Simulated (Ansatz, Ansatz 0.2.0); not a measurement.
# Cell and P–P bond of layered NiPS₃ from PBEsol and LDA, with and without a Hubbard U

## Starting point

The reference is a single-crystal X-ray diffraction study at room temperature on a crystal grown by chemical vapour transport, reported in "Quasi-2D magnetic correlations in Ni$_2$P$_2$S$_6$ probed by ${}^{31}$P NMR" (2020, arXiv:2004.05403). It supplies the monoclinic axes $a$, $b$ and $c$ and the length of the P–P dimer that sits in each layer. The axes follow from the positions of the reflections and should hardly feel stacking faults. The dimer length is a weaker reference: it comes from a refinement with partial Ni and P site occupancies, which are linked to stacking faults, and such a model can shift the refined P position. The database structure from which I start has a P–P distance of 2.184 Å, about 1.4 % longer than the refined 2.1534 Å.

| compared with | measured | source's wording or label | T (K) | method |
| --- | --- | --- | --- | --- |
| P–P distance 1 (Å) | 2.1534 | P-P dimer | room temperature | single-crystal XRD refinement |
| a (Å) | 5.8165 ± 0.0007 | 5.8165 ± 0.0007 A | room temperature | single-crystal XRD |
| b (Å) | 10.0737 ± 0.0012 | 10.0737 ± 0.0012 A | room temperature | single-crystal XRD |
| c (Å) | 6.6213 ± 0.0008 | 6.6213 ± 0.0008 A | room temperature | single-crystal XRD |

Conditions are those given with the value in the passage it was taken from; "not stated" means there, and the paper may say more elsewhere. The values are a selection: others may have been left out beforehand as unlike or outlying.

## Choices

I want the three axes and the P–P distance each within 1 %. That is about the usual error of a good semilocal functional for lattice constants, and for the dimer it means roughly 0.02 Å, small enough to tell a sound bond length from a poor one. The calculation is static, while the crystal was measured at room temperature; I allow a few tenths of a per cent in the plane and up to about one per cent along the soft stacking direction, with the computed cell expected on the short side.

The model is the primitive cell with antiparallel Ni moments, a collinear stand-in for the zigzag order known at low temperature and for the paramagnet at room temperature. Two things matter in this substance: the localised Ni 3d shell, which governs the Ni–S bonds and so $a$ and $b$, and the van der Waals contact between layers, which governs $c$. I skip plain LDA as a first step because it usually contracts the bonds and makes Ni–S too covalent. I start from PBEsol and add dispersion in one run and a Hubbard $U$ in another, then check the numerical settings.

Plain PBE isn't shown in this study.

System: Ni2P2S6 (nickel thiophosphate (NiPS3)), monoclinic layered; C2/m (No. 12), 10 atoms in the primitive cell; structure from the Materials Project.

On the selection of runs and values: Further runs on this system are not shown.

## 1. PBEsol with dispersion, PBEsol with U

The two relaxations share cutoff, mesh and PAW set, so they can be set side by side. I expect the dispersion run to do better on $c$ and to leave $a$ and $b$ somewhat short, and the run with $U$ to lengthen the in-plane axes while leaving the layers too weakly bound. The P–P bond should hardly care which of the two is used.

**Run 1.** Ansatz 0.2.0: PBEsol+D3(BJ), antiferromagnetic start, cell and atoms relaxed from the database structure, PAW set soft_2, cutoff 420 eV (default), 6x6x6 k mesh, Gaussian smearing 0.02 eV.

Key lines of the input:
```
crystal:
  # lattice and atoms, with starting spins
kpoints:
  mp_grid: { grid: [6, 6, 6] }
hamiltonian:
  xc: pbesol
  dispersion: d3bj
scf:
  occupations: { method: gaussian, width: 0.02 }
output:
  forces: true
  stress: true
magnetization:
  spin_polarized: true
relax:
  adjacent_minimum: "off"
  f_tol: 0.005
  max_steps: 60
  cell: { stress_tol: 0.03 }
```

Command:
```
ansatz run input.yaml --threads 4 --pin off --max-ram 16384MiB --backend cpu --events-out ev --progress --plain --runs-dir out
```

Selected lines of the output:
```
relax step   8: F+E_penalty+E_count = -18405.06950872 eV  [...]  max|allowed force component| = 1.413e-3 eV/Å  [...]  P = +0.004 GPa  Ω = 165.057 Å³  [...]
```

Converged; 7.8 min on 4 cores of Arm Neoverse V1, shared host.

**Run 2.** Ansatz 0.2.0: PBEsol+U (Ni 6.2 eV on ortho-atomic projectors), antiferromagnetic start, cell and atoms relaxed from the database structure, PAW set soft_2, cutoff 420 eV (default), 6x6x6 k mesh, Gaussian smearing 0.02 eV.

Key lines of the input, as changed from run 1:
```diff
  hamiltonian:
-   dispersion: d3bj
+   hubbard:
+     sites: [{ species: Ni, l: d, u_eff: 6.2 }]
+     projectors: ortho-atomic
```

Selected lines of the output:
```
relax step   7: F+E_penalty+E_count = -18398.44639606 eV  [...]  max|allowed force component| = 2.712e-3 eV/Å  [...]  P = +0.002 GPa  Ω = 190.747 Å³  [...]
```

Converged; wall time 7.5 min.

| quantity | run 1 | run 2 | measured |
| --- | --- | --- | --- |
| P–P distance 1 (Å) | 2.1733 | 2.1668 | 2.1534 |
| a (Å) | 5.6702 | 5.7981 | 5.8165 ± 0.0007 |
| b (Å) | 9.8298 | 10.0450 | 10.0737 ± 0.0012 |
| c (Å) | 6.2067 | 6.8285 | 6.6213 ± 0.0008 |
| size of moment on Ni (μB) | 0.955 | 1.472 |  |
| net moment per formula unit (μB) | 0 | 0 |  |
| β (°) | 107.40 | 106.42 |  |

Neither level meets the target. PBEsol with $U$ gives $a$ and $b$ about 0.3 % short, which suits a static cell set against a room-temperature one, but $c$ is 3.1 % too long, the sign expected where dispersion is missing.

I had the dispersion run wrong. Instead of doing better on $c$ it leaves that axis 6.3 % short, and $a$ and $b$ are short by about 2.5 %. The Ni moment is 0.955 μB against 1.472 μB with $U$, so the two runs differ in the state of the Ni shell as well as in the layer binding. I suspect that too covalent a Ni–S bond causes much of the in-plane contraction, but two changes at once do not prove it.

The P–P distance differs by less than 0.01 Å between the runs. Both values are within 1 % of the refined one, the dispersion run only narrowly.

## 2. LDA with U, and LDA without it

The $U$ stays, and the layers need more binding. Adding dispersion to PBEsol+U would be the direct remedy, but I do not follow it here. I take LDA+U instead: LDA contains no real dispersion, yet its overbinding often brings layers to about the right spacing. I expect $c$ to come down towards the measured value, at the price of somewhat shorter in-plane axes.

Plain LDA at the same settings goes beside it, to separate the effect of $U$ from that of the functional. A second plain LDA relaxation at 590 eV tests the default cutoff with this PAW set. That test is strictly one of LDA without $U$, and for LDA+U it can serve only as a guide.

**Run 3.** Ansatz 0.2.0: LDA+U (Ni 6.2 eV), antiferromagnetic start, cell and atoms relaxed from the database structure, PAW set soft_2, cutoff 420 eV (default), 6x6x6 k mesh, Gaussian smearing 0.02 eV.

Key lines of the input, as changed from run 1:
```diff
  hamiltonian:
-   xc: pbesol
-   dispersion: d3bj
+   xc: lda
+   hubbard: { sites: [{ species: Ni, l: d, u_eff: 6.2 }] }
```

Converged; wall time 7.5 min.

**Run 4.** Ansatz 0.2.0: LDA, antiferromagnetic start, cell and atoms relaxed from the database structure, PAW set soft_2, cutoff 420 eV (default), 6x6x6 k mesh, Gaussian smearing 0.02 eV.

Key lines of the input, as changed from run 3:
```diff
  hamiltonian:
-   hubbard: { sites: [{ species: Ni, l: d, u_eff: 6.2 }] }
```

Selected lines of the output:
```
relax step   7: F+E_penalty+E_count = -18218.57520534 eV  [...]  max|allowed force component| = 1.954e-3 eV/Å  [...]  P = -0.012 GPa  Ω = 169.439 Å³  [...]
```

Converged; wall time 6.9 min.

**Run 5.** Ansatz 0.2.0: LDA, antiferromagnetic start, cell and atoms relaxed from the database structure, PAW set soft_2, cutoff 590 eV, 6x6x6 k mesh, Gaussian smearing 0.02 eV.

Key lines of the input, as changed from run 4:
```diff
+ basis:
+   ecutwfc: 590.0
```

Converged; wall time 11 min.

| quantity | run 3 | run 4 | run 5 | measured |
| --- | --- | --- | --- | --- |
| P–P distance 1 (Å) | 2.1571 | 2.1754 | 2.1753 | 2.1534 |
| a (Å) | 5.7282 | 5.6732 | 5.6729 | 5.8165 ± 0.0007 |
| b (Å) | 9.9247 | 9.8378 | 9.8374 | 10.0737 ± 0.0012 |
| c (Å) | 6.4959 | 6.3524 | 6.3513 | 6.6213 ± 0.0008 |
| size of moment on Ni (μB) | 1.372 | 0.770 | 0.770 |  |
| net moment per formula unit (μB) | 0 | 0 | 0 |  |
| β (°) | 107.02 | 107.09 | 107.09 |  |

LDA+U misses the target on all three axes: $a$ and $b$ are 1.5 % short and $c$ is 1.9 % short. The layers did come closer together than with PBEsol+U, but $c$ went past the measured value, and the in-plane axes lost more than I wanted to pay. The P–P distance is within 0.2 % of the refined one, which I do not weigh heavily given the partial occupancies in that refinement.

The pair of LDA runs isolates the effect of $U$, since nothing else changes between them. It lengthens $a$ by 0.055 Å and $c$ by 0.14 Å, shortens the P–P bond by 0.018 Å and raises the Ni moment from 0.770 to 1.372 μB. This supports my suspicion that the Ni shell has a part in the in-plane contraction, though $U$ recovers only somewhat over a third of it, and it suggests that $c$ is not a matter of the dispersion treatment alone. The comparison with PBEsol+U is less clean, because there I set ortho-atomic projectors and here I left them at the default.

Raising the cutoff to 590 eV moves plain LDA by about 0.001 Å in $c$ and less in the other lengths, far too little to matter for its misses on the axes. Its P–P distance misses the 1 % limit by a hair at both cutoffs. For LDA+U the cutoff test remains a guide only.

## 3. Denser mesh and ferromagnetic start in LDA

The effect of $U$ is read against plain LDA, for which no check of k mesh or magnetic order has been shown so far. I repeat that relaxation once on a 10x10x6 mesh and once from a ferromagnetic start. I expect the mesh to matter little. The spin order may matter more, because the Ni moment is small without $U$ and the crystal was measured at room temperature, where it is paramagnetic. Both checks count strictly for plain LDA and do not settle the numerical error of either run with $U$.

**Run 6.** Ansatz 0.2.0: LDA, antiferromagnetic start, cell and atoms relaxed from the database structure, PAW set soft_2, cutoff 420 eV (default), 10x10x6 k mesh, Gaussian smearing 0.02 eV.

Key lines of the input, as changed from run 4:
```diff
  kpoints:
-   mp_grid: { grid: [6, 6, 6] }
+   mp_grid: { grid: [10, 10, 6] }
```

Selected lines of the output:
```
relax step   7: F+E_penalty+E_count = -18218.57649835 eV  [...]  max|allowed force component| = 2.063e-3 eV/Å  [...]  P = -0.012 GPa  Ω = 169.231 Å³  [...]
```

Converged; wall time 19 min.

**Run 7.** Ansatz 0.2.0: LDA, ferromagnetic start, cell and atoms relaxed from the database structure, PAW set soft_2, cutoff 420 eV (default), 6x6x6 k mesh, Gaussian smearing 0.02 eV.

Key lines of the input, as changed from run 3:
```diff
  hamiltonian:
-   hubbard: { sites: [{ species: Ni, l: d, u_eff: 6.2 }] }
```

Selected lines of the output:
```
relax step   8: F+E_penalty+E_count = -18218.52483323 eV  [...]  max|allowed force component| = 2.802e-3 eV/Å  [...]  P = -0.008 GPa  Ω = 166.175 Å³  [...]
```

Converged; wall time 5.2 min. Warnings: seeded_moment_not_kept (in short: The SCF closed on a magnetic arrangement other than the starting moments, e.g. losing its moment, which doesn't show which is lower; absence of the warning proves nothing).

| quantity | run 6 | run 7 | measured |
| --- | --- | --- | --- |
| P–P distance 1 (Å) | 2.1759 | 2.1876 | 2.1534 |
| a (Å) | 5.6736 | 5.6681 | 5.8165 ± 0.0007 |
| b (Å) | 9.8366 | 9.8359 | 10.0737 ± 0.0012 |
| c (Å) | 6.3465 | 6.2515 | 6.6213 ± 0.0008 |
| size of moment on Ni (μB) | 0.754 | 0.000 |  |
| net moment per formula unit (μB) | 0 | 0 |  |
| β (°) | 107.14 | 107.52 |  |

The denser mesh changes plain LDA little: $a$, $b$ and the P–P distance move by about 0.001 Å or less, and $c$ by 0.006 Å, which on so soft an axis may come from the stopping threshold as much as from the mesh. The misses on the axes stand.

The ferromagnetic start did not give a ferromagnet. The Ni moments vanished, as the table shows, so this run compares a non-magnetic state with the antiferromagnetic one and leaves the effect of spin order open. At the same mesh and cutoff the non-magnetic cell lies 0.050 eV higher. It is no model of the room-temperature paramagnet either, in which the Ni ions keep local moments that are merely disordered.

The failed test is still of some use. Without the moment $c$ shrinks by a further 0.10 Å and the P–P bond grows by 0.012 Å, while $a$ and $b$ hardly move. Adding $U$ to LDA had raised the moment and shifted $c$ and the P–P bond the opposite way. The state of the Ni shell therefore reaches both the stacking axis and the dimer, but the loss of the moment alone does not account for the in-plane contraction.

## Table of results

| run | settings | P–P distance 1 (Å) | a (Å) | b (Å) | c (Å) | mean abs. dev. of these columns (%) | cost |
| --- | --- | --- | --- | --- | --- | --- | --- |
| 1 | PBEsol+D3(BJ), antiferromagnetic start, cutoff 420 eV (default), 6x6x6 k mesh | 2.1733 | 5.6702 | 9.8298 | 6.2067 | 3.0 | 31 core-min |
| 2 | PBEsol+U (Ni 6.2 eV on ortho-atomic projectors), antiferromagnetic start, cutoff 420 eV (default), 6x6x6 k mesh | 2.1668 | 5.7981 | 10.0450 | 6.8285 | 1.1 | 30 core-min |
| 3 | LDA+U (Ni 6.2 eV), antiferromagnetic start, cutoff 420 eV (default), 6x6x6 k mesh | 2.1571 | 5.7282 | 9.9247 | 6.4959 | 1.3 | 30 core-min |
| 4 | LDA, antiferromagnetic start, cutoff 420 eV (default), 6x6x6 k mesh | 2.1754 | 5.6732 | 9.8378 | 6.3524 | 2.5 | 28 core-min |
| 5 | LDA, antiferromagnetic start, cutoff 590 eV, 6x6x6 k mesh | 2.1753 | 5.6729 | 9.8374 | 6.3513 | 2.5 | 45 core-min |
| 6 | LDA, antiferromagnetic start, cutoff 420 eV (default), 10x10x6 k mesh | 2.1759 | 5.6736 | 9.8366 | 6.3465 | 2.5 | 75 core-min |
| 7 | LDA, ferromagnetic start, cutoff 420 eV (default), 6x6x6 k mesh | 2.1876 | 5.6681 | 9.8359 | 6.2515 | 3.0 | 21 core-min |
|  | measured | 2.1534 | 5.8165 ± 0.0007 | 10.0737 ± 0.0012 | 6.6213 ± 0.0008 |  |  |

Further runs on the same system, made beside this series (convergence steps with loose settings among them):

| further | settings | P–P distance 1 (Å) | a (Å) | b (Å) | c (Å) | mean abs. dev. of these columns (%) | cost | status |
| --- | --- | --- | --- | --- | --- | --- | --- | --- |
| F1 | BLYP+D3(BJ), antiferromagnetic start, cutoff 420 eV (default), 6x6x6 k mesh | 2.1902 | 5.8071 | 10.0644 | 6.3614 | 1.5 | 28 core-min | warnings: relaxed_geometry_near_dispersion_switch |
| F2 | LDA+U (Ni 3.1 eV on ortho-atomic projectors), antiferromagnetic start, cutoff 420 eV (default), 6x6x6 k mesh | 2.1605 | 5.6932 | 9.8623 | 6.4368 | 1.8 | 29 core-min |  |
| F3 | LDA, antiferromagnetic start, cutoff 420 eV (default), 4x4x4 k mesh | 2.1775 | 5.6735 | 9.8350 | 6.3293 | 2.6 | 11 core-min |  |
|  | measured | 2.1534 | 5.8165 ± 0.0007 | 10.0737 ± 0.0012 | 6.6213 ± 0.0008 |  |  |  |

## Judgement

The target is not met. PBEsol+U, the closest in the plane among the numbered runs, puts $a$ and $b$ about 0.3 % short and the P–P distance 0.6 % long, but $c$ is 3.1 % too long. It cost 30 core-minutes. LDA+U, at the same cost, brings $c$ to 1.9 % short and loses the plane, with $a$ and $b$ 1.5 % short.

Room-temperature expansion excuses neither. It would lengthen the static cell, which widens the PBEsol+U miss in $c$; for LDA+U it could remove much of the miss in $c$ but not enough of that in the plane. The excess in $c$ with PBEsol+U fits missing dispersion. LDA has no dispersion either, so its shorter $c$ rests on overbinding.

The useful step was LDA with and without $U$: $U$ lengthens all three axes and shortens the dimer. Good in-plane axes do not prove the Ni shell right, however. BLYP+D3(BJ), in a run with a warning that the relaxed geometry lies near a switch in the dispersion term, reaches $a$ and $b$ within 0.2 % without $U$, while its $c$ is 3.9 % short and its P–P bond 1.7 % long. I take that as a probable cancellation between BLYP's usual overlong bonds and too covalent Ni–S bonding.

Cutoff and mesh are harmless for plain LDA, but no such check with $U$, where it was needed more, is shown in this report. The ferromagnetic start lost its moments and left the effect of spin order open. The dimer reference stays weak because of the partial occupancies. PBEsol+U with dispersion is the natural next step; whether it would bring $c$ to the right length or shorten it too far is not shown in this report.

[Logs are printed without paths, hosts, clocks, repeated set-up lines and the standing remarks that a program may print on its own settings, such as how far it seeks lower states.]

[The runs shown are a pick from a larger set of finished runs; failed, doubtful and other runs were left out of it ahead of writing. So were measured values far from every level or from commonly accepted values, and agreement can look better than it is. Lines of input and output are excerpts and may be shortened.]
